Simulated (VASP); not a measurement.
# KI (Fm-3m): heat capacity and expansion from phonons, part 2 of 5

How fast does KI expand on heating, by the quasi-harmonic approximation? The start is a cell from a database of measured crystal structures.

VASP 6.6.1; PBEsol; plane waves and PAW (K_sv, I).

So far. Step 3 (Second relaxation): Little changed from the start: no atom moved by 0.005 Å and no cell edge by 0.1 %.

### 4. Static energy at fixed volume, volume scale 1

Each volume needs its static energy, with shape and atoms relaxed at that volume.

The input, INCAR:

```
SYSTEM = KI
PREC = Accurate
ENCUT = 400
EDIFF = 1E-08
NELM = 100
ISMEAR = 0
SIGMA = 0.05
LREAL = .FALSE.
ALGO = Normal
GGA = PS
NBANDS = 14
LORBIT = 11
LWAVE = .FALSE.
LCHARG = .FALSE.
KPAR = 12
IBRION = 2
NSW = 30
ISIF = 4
EDIFFG = -0.002
```

The input, POSCAR:

```
KI
1.0
    0.0000000000      3.5067329043      3.5067329043
    3.5067329043      0.0000000000      3.5067329043
    3.5067329043      3.5067329043      0.0000000000
K I
1 1
Direct
    0.0000000000      0.0000000000      0.0000000000
    0.5000000000      0.5000000000      0.5000000000
```

The input, KPOINTS:

```
Automatic mesh
0
Gamma
8 8 8
0 0 0
```

Potentials, in the order of the species: K_sv and I (PBE family, release 64).

On the command line:

```bash
mpirun -np 12 vasp_std
```

The program printed:

```text
[... set-up lines as in an earlier step ...]
 entering main loop
       N       E                     dE             d eps       ncg     rms          rms(c)
[... 13 cycles as in an earlier step ...]
DAV:  14    -0.581617028337E+01   -0.89698E-07   -0.10735E-07  1036   0.175E-03    0.723E-04
DAV:  15    -0.581617032066E+01   -0.37285E-07   -0.98688E-09   716   0.755E-04    0.488E-04
DAV:  16    -0.581617031485E+01    0.58055E-08   -0.21731E-09   562   0.333E-04
   1 F= -.58161703E+01 E0= -.58161703E+01  d E =-.581617E+01
 curvature:   0.00 expect dE= 0.000E+00 dE for cont linesearch  0.000E+00
 trial: gam= 0.00000 g(F)=  0.366E-65 g(S)=  0.612E-34 ort = 0.000E+00 (trialstep = 0.100E+01)
 search vector abs. value=  0.100E-09
 reached required accuracy - stopping structural energy minimisation
```

Elapsed: 9.4 s, on 12 MPI ranks of Intel Xeon Platinum 8375C at 2.90GHz (Ice Lake), shared host; peak memory 2.3 GiB; 94 s of CPU time.

From OUTCAR (step 4):

```text
The static configuration has the point symmetry O_h .

 Found     29 irreducible k-points:

   NELECT =      16.0000    total number of electrons

 E-fermi :  -0.0675

 k-point     1 :       0.0000    0.0000    0.0000
  band No.  band energies     occupation
    ...
      4     -12.2359      2.00000
      5     -10.9645      2.00000
      6      -0.3929      2.00000
      7      -0.3929      2.00000
      8      -0.3929      2.00000
      9       3.4687      0.00000
     10       6.0232      0.00000
     11       6.0232      0.00000
     12       6.0232      0.00000
     13       6.7793      0.00000
    ...

 k-point     2 :       0.1250    0.0000    0.0000
  band No.  band energies     occupation
    ...
      4     -12.2362      2.00000
      5     -10.9127      2.00000
      6      -0.6701      2.00000
      7      -0.4510      2.00000
      8      -0.4510      2.00000
      9       3.8664      0.00000
     10       5.9418      0.00000
     11       6.1965      0.00000
     12       6.1965      0.00000
     13       6.9656      0.00000
    ...

  Total        0.0021800      0.0021800      0.0021800     -0.0000000     -0.0000000      0.0000000
  in kB        0.0404978      0.0404978      0.0404978     -0.0000000     -0.0000000      0.0000000
  external PRESSURE =       0.0404978 kB  Pullay stress =       0.0000000 kB

 POSITION                                       TOTAL-FORCE (eV/Angst)
 -----------------------------------------------------------------------------------
      0.00000      0.00000      0.00000         0.000000      0.000000     -0.000000
      3.50673      3.50673      3.50673         0.000000      0.000000      0.000000
 -----------------------------------------------------------------------------------
    total drift:                                0.000000     -0.000000     -0.000000

  FREE ENERGIE OF THE ION-ELECTRON SYSTEM (eV)
  ---------------------------------------------------
  free  energy   TOTEN  =        -5.8161703149 eV

  energy  without entropy=       -5.8161703149  energy(sigma->0) =       -5.81617031

 total charge
# of ion       s       p       d       tot
------------------------------------------
    1        1.957   5.564   0.025   7.545
    2        1.491   2.844   0.001   4.336
--------------------------------------------------
tot          3.448   8.407   0.026  11.881

[... 9 parts as in an earlier step ...]

[... 5 further parts left out ...]
```

CONTCAR:

```
KI
   1.00000000000000
     0.0000000000000000    3.5067329043000002    3.5067329043000002
     3.5067329043000002    0.0000000000000000    3.5067329043000002
     3.5067329043000002    3.5067329043000002    0.0000000000000000
  K               I
     1     1
Direct
     0.0000000000000000    0.0000000000000000    0.0000000000000000
     0.5000000000000000    0.5000000000000000    0.5000000000000000
```

Little changed from the start: no atom moved by 0.005 Å and no cell edge by 0.1 %.

Numbers from this step:

| Item | Value |
| --- | --- |
| SCF cycles | 16 |
| Fermi energy | -0.0675 eV |
| pressure | 0.004050 GPa |

### 5. Force constants in the supercell, volume scale 1

System of this step: KI. The structure is cubic, space group Fm-3m (No. 225). Conventional cell: a = 7.013 Å, b = 7.013 Å, c = 7.013 Å, α = 90.00°, β = 90.00°, γ = 90.00°. Nearest to K lie 6 I at 3.51 Å. Nearest to I lie 6 K at 3.51 Å. Farther neighbours and most contacts between anions are not listed.

Small displacements in a supercell give the force constants. They are interpolated to a mesh of wave vectors without the zone centre, which gives the lowest and highest frequency on that mesh and the vibrational free energy at this volume. The dipole term, which lifts longitudinal modes in polar crystals, is left out.

The input, INCAR:

```
SYSTEM = KI
PREC = Accurate
ENCUT = 400
EDIFF = 1E-07
NELM = 100
ISMEAR = 0
SIGMA = 0.05
LREAL = .FALSE.
ALGO = Normal
GGA = PS
NBANDS = 80
LWAVE = .FALSE.
LCHARG = .FALSE.
KPAR = 4
IBRION = 6
NSW = 1
NFREE = 2
POTIM = 0.015
ISIF = 0
ADDGRID = .TRUE.
```

The input, POSCAR:

```
KI
1.0
    0.0000000000      7.0134658086      7.0134658086
    7.0134658086      0.0000000000      7.0134658086
    7.0134658086      7.0134658086      0.0000000000
K I
8 8
Direct
    0.0000000000      0.0000000000      0.0000000000
    0.0000000000      0.0000000000      0.5000000000
    0.0000000000      0.5000000000      0.0000000000
    0.0000000000      0.5000000000      0.5000000000
    0.5000000000      0.0000000000      0.0000000000
    0.5000000000      0.0000000000      0.5000000000
    0.5000000000      0.5000000000      0.0000000000
    0.5000000000      0.5000000000      0.5000000000
    0.2500000000      0.2500000000      0.2500000000
    0.2500000000      0.2500000000      0.7500000000
    0.2500000000      0.7500000000      0.2500000000
    0.2500000000      0.7500000000      0.7500000000
    0.7500000000      0.2500000000      0.2500000000
    0.7500000000      0.2500000000      0.7500000000
    0.7500000000      0.7500000000      0.2500000000
    0.7500000000      0.7500000000      0.7500000000
```

The input, KPOINTS:

```
Automatic mesh
0
Gamma
2 2 2
0 0 0
```

On the command line:

```bash
mpirun -np 12 vasp_std
```

The program printed:

```text
[banner, memory and clock lines left out]
running   12 mpi-ranks, on    1 nodes
 distrk:  each k-point on    3 cores,    4 groups
 distr:  one band on    1 cores,    3 groups

 POSCAR found type information on POSCAR K I
 POSCAR found :  2 types and      16 ions
 [... a notice as in an earlier step ...]

 [... a notice as in an earlier step ...]

 LDA part: xc-table for (Slater+PW92), standard interpolation
|                                                                             |
|           W    W    AA    RRRRR   N    N  II  N    N   GGGG   !!!           |
|           W    W   A  A   R    R  NN   N  II  NN   N  G    G  !!!           |
|           W    W  A    A  R    R  N N  N  II  N N  N  G       !!!           |
|           W WW W  AAAAAA  RRRRR   N  N N  II  N  N N  G  GGG   !            |
|           WW  WW  A    A  R   R   N   NN  II  N   NN  G    G                |
|           W    W  A    A  R    R  N    N  II  N    N   GGGG   !!!           |
|                                                                             |
|     The number of bands has been changed from the values supplied in        |
|     The orbitals not found in the WAVECAR file will be initialized with     |
|     random numbers, which is usually adequate. For correlated               |
|     calculations, however, you should redo the groundstate calculation.     |
|     I found NBANDS = 80. Now, NBANDS = 81.                                  |
|                                                                             |

 POSCAR, INCAR and KPOINTS ok, starting setup
 FFT: planning ... GRIDC
 FFT: planning ... GRID_SOFT
 FFT: planning ... GRID
 WAVECAR not read
 entering main loop
       N       E                     dE             d eps       ncg     rms          rms(c)
DAV:   1     0.864629114679E+03    0.86463E+03   -0.46246E+04   486   0.109E+03
DAV:   2     0.315179965265E+02   -0.83311E+03   -0.81301E+03   621   0.299E+02
DAV:   3    -0.440373930026E+02   -0.75555E+02   -0.75413E+02   621   0.773E+01
DAV:   4    -0.469952942290E+02   -0.29579E+01   -0.29532E+01   738   0.169E+01
DAV:   5    -0.471823534147E+02   -0.18706E+00   -0.18702E+00   783   0.270E+00    0.874E+00
DAV:   6    -0.465373779428E+02    0.64498E+00   -0.97162E-01   594   0.291E+00    0.632E+00
DAV:   7    -0.465019806457E+02    0.35397E-01   -0.14357E+00   585   0.293E+00    0.209E+00
DAV:   8    -0.465168665653E+02   -0.14886E-01   -0.26173E-01   612   0.150E+00    0.367E-01
DAV:   9    -0.465181902629E+02   -0.13237E-02   -0.76546E-03   675   0.222E-01    0.215E-01
DAV:  10    -0.465207663859E+02   -0.25761E-02   -0.31620E-03   603   0.165E-01    0.140E-01
DAV:  11    -0.465208923817E+02   -0.12600E-03   -0.30291E-04   684   0.413E-02    0.411E-02
DAV:  12    -0.465208966667E+02   -0.42850E-05   -0.44972E-05   648   0.254E-02    0.281E-02
DAV:  13    -0.465209281670E+02   -0.31500E-04   -0.32435E-05   567   0.187E-02    0.101E-02
DAV:  14    -0.465209271206E+02    0.10464E-05   -0.35456E-06   612   0.598E-03    0.220E-03
DAV:  15    -0.465209272892E+02   -0.16855E-06   -0.20372E-07   441   0.117E-03    0.224E-03
DAV:  16    -0.465209279147E+02   -0.62550E-06   -0.65996E-08   378   0.103E-03    0.757E-04
DAV:  17    -0.465209277454E+02    0.16928E-06   -0.28407E-08   351   0.559E-04    0.338E-04
DAV:  18    -0.465209277349E+02    0.10532E-07   -0.72074E-09   351   0.279E-04
   1 F= -.46520928E+02 E0= -.46520928E+02  d E =-.423414E-13
 Found     2 degrees of freedom:
 Finite differences POTIM= 0.01500 DOF=   2
 bond charge predicted
       N       E                     dE             d eps       ncg     rms          rms(c)
DAV:   1    -0.465197434337E+02    0.11843E-02   -0.56681E-01   648   0.194E+00    0.123E-01
DAV:   2    -0.465207285413E+02   -0.98511E-03   -0.11199E-02   693   0.280E-01    0.457E-02
DAV:   3    -0.465207731306E+02   -0.44589E-04   -0.62829E-04   999   0.385E-02    0.284E-02
DAV:   4    -0.465207708869E+02    0.22436E-05   -0.82438E-06   792   0.841E-03    0.165E-02
DAV:   5    -0.465207704508E+02    0.43611E-06   -0.86000E-06   756   0.932E-03    0.418E-03
DAV:   6    -0.465207704891E+02   -0.38313E-07   -0.18378E-06   945   0.345E-03    0.230E-03
DAV:   7    -0.465207704551E+02    0.34019E-07   -0.18738E-07   648   0.159E-03
   2 F= -.46520770E+02 E0= -.46520770E+02  d E =-.428016E-13
[...]
3 F= -.46520770E+02 E0= -.46520770E+02  d E =-.427788E-13
[...]
4 F= -.46520771E+02 E0= -.46520771E+02  d E =-.495032E-13
 Finite differences progress:
  Degree of freedom:   2/  2
  Displacement:        1/  2
  Total:               3/  4
 bond charge predicted
       N       E                     dE             d eps       ncg     rms          rms(c)
DAV:   1    -0.465186476925E+02    0.21233E-02   -0.67038E-01   675   0.121E+00    0.259E-01
DAV:   2    -0.465208547939E+02   -0.22071E-02   -0.24103E-02   738   0.260E-01    0.109E-01
DAV:   3    -0.465208190888E+02    0.35705E-04   -0.65563E-04   963   0.472E-02    0.826E-02
DAV:   4    -0.465207652325E+02    0.53856E-04   -0.22284E-04   792   0.427E-02    0.320E-02
DAV:   5    -0.465207702063E+02   -0.49737E-05   -0.44326E-05   774   0.154E-02    0.764E-03
DAV:   6    -0.465207706442E+02   -0.43794E-06   -0.38346E-06   819   0.549E-03    0.529E-03
DAV:   7    -0.465207706882E+02   -0.43969E-07   -0.12396E-06   837   0.297E-03    0.287E-03
DAV:   8    -0.465207707683E+02   -0.80061E-07   -0.37355E-07   675   0.144E-03
   5 F= -.46520771E+02 E0= -.46520771E+02  d E =-.495150E-13
 Finite differences progress:
  Degree of freedom:   2/  2
  Displacement:        2/  2
  Total:               4/  4
```

Run time: 5.8 min. Hardware: 12 MPI ranks; peak memory 8.5 GiB; 66 min of CPU time.

(Continued in part 3 of 5.)

[Lines on the potential files, build, host, timing and source positions are cut from VASP's logs without a mark.]

[Logs are printed without paths, hosts, clocks, repeated set-up lines and the standing remarks that a program may print on its own settings, such as how far it seeks lower states.]

[Hosts, paths, dates, database ids (printed as entryN), source tags and the programs' standing remarks are cut or masked in the printed files.]

[In band tables of VASP the shares of atoms and orbitals are scaled to a sum of 1 inside the atoms' spheres.]
